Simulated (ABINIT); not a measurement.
Input of an ABINIT 10.8.3 (patched build) run:

run.py

```python
import json, os
import numpy as np
from ase.units import GPa
from ase.calculators.abinit import Abinit, AbinitProfile
from ase import Atoms

atoms = Atoms(['As', 'Ga'],
              cell=[[0.0, 2.82685, 2.82685], [2.82685, 0.0, 2.82685], [2.82685, 2.82685, 0.0]],
              scaled_positions=[[0.75, 0.75, 0.75], [0.0, 0.0, 0.0]],
              pbc=True)

profile = AbinitProfile(command='abinit', pp_paths=[os.path.abspath('pseudos')])
params = dict(
    pps='pawxml', xc='PBE',
    ecut=462.5936,
    pawecutdg=925.1871,
    kptopt=1,
    ngkpt=[8, 8, 8],
    nshiftk=1,
    shiftk=[0.0, 0.0, 0.0],
    ixc=11,
    nband=18,
    occopt=3,
    tsmear=0.05,
    nstep=100,
    tolvrs=1e-09,
    prtwf=0,
    prtden=0,
)

atoms.calc = Abinit(profile=profile, directory='run', **params)
energy = atoms.get_potential_energy()
forces = atoms.get_forces()
stress = atoms.get_stress()
print(f'energy {energy:.6f} eV')
print('forces (eV/A)')
print(np.round(forces, 5))
print('stress (GPa, Voigt, tension positive)', np.round(stress / GPa, 4))
json.dump(dict(energy=energy, forces=forces.tolist(), stress=stress.tolist(), cell=atoms.cell.tolist(), frac=atoms.get_scaled_positions(wrap=False).tolist()), open('results.json', 'w'))
```

Potentials or basis: JTH PAW PBE v2.0.

Command:

```sh
$ python run.py
```

Question: What does it give for the pressure?

Answer: 3.2 GPa.

Question: What does it give for the band gap on the k mesh?

Answer: 0.51 eV, direct.

**Measured values to compare with.**

“Evidence of valence band perturbations in GaAsN/GaAs(001): A combined variable-angle spectroscopic ellipsometry and modulated photoreflectance investigation”, 2008, arxiv:0805.2212 reports, for a bulk crystal of GaAs at 300 K: band gap 1.412 ± 0.01 eV (direct).

Against the measured gap of GaAs, 1.412 eV (direct; 300 K; “Evidence of valence band perturbations in GaAsN/GaAs(001): A combined variable-angle spectroscopic ellipsometry and modulated photoreflectance investigation”, 2008, arxiv:0805.2212), the calculated 0.51 eV is off by -0.90 eV. 3 values of this kind are on record (1.412 to 1.51 eV); this one was drawn at random among those near their median, those with a stated uncertainty first. Spin-orbit coupling on As, Ga is left out. The value is that of PBE on a finite k mesh, which can miss the band edges, without temperature or zero-point motion. Semilocal functionals fall short of measured gaps as a rule.
